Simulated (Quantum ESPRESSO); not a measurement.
Crystal: Te.

```
CELL_PARAMETERS angstrom
4.45400 0.00000 0.00000
-2.22700 3.85728 0.00000
0.00000 0.00000 5.92400
ATOMIC_POSITIONS crystal
Te 0.73100 0.73100 0.00000
Te 0.00000 0.26900 0.66667
Te 0.26900 0.00000 0.33333
```

Base run:

| Property | Result |
| --- | --- |
| Program | Quantum ESPRESSO 7.5 |
| Functional | AM05 |
| Potentials or basis | GBRV 1.5 PBE |
| Cutoff | 612 eV |
| Density cutoff | 4898 eV |
| k mesh | 6 × 6 × 4, shifted |
| Occupations | fermi-dirac, width 0.05 eV |
| Spin | no spin polarisation |

Its results: pressure -0.5 GPa; largest force 0.177 eV/Å; electronic dielectric tensor (diagonal) 35.18, 35.18, 52.91.

Problem. After a change of settings the same cell gave: pressure 1.4 GPa; largest force 0.264 eV/Å; electronic dielectric tensor (diagonal) 34.60, 34.60, 52.15. Which change was it?
A. functional from AM05 to PBE
B. functional from AM05 to WC
C. functional from AM05 to BLYP
D. functional from AM05 to PBEsol; potentials or basis from GBRV 1.5 PBE to GBRV 1.5 PBEsol

Solution. A.

PBE binds less tightly than AM05, so the same cell stands under more pressure.

Caveats: the potentials were made for another functional, which shifts forces and pressure (some runs).
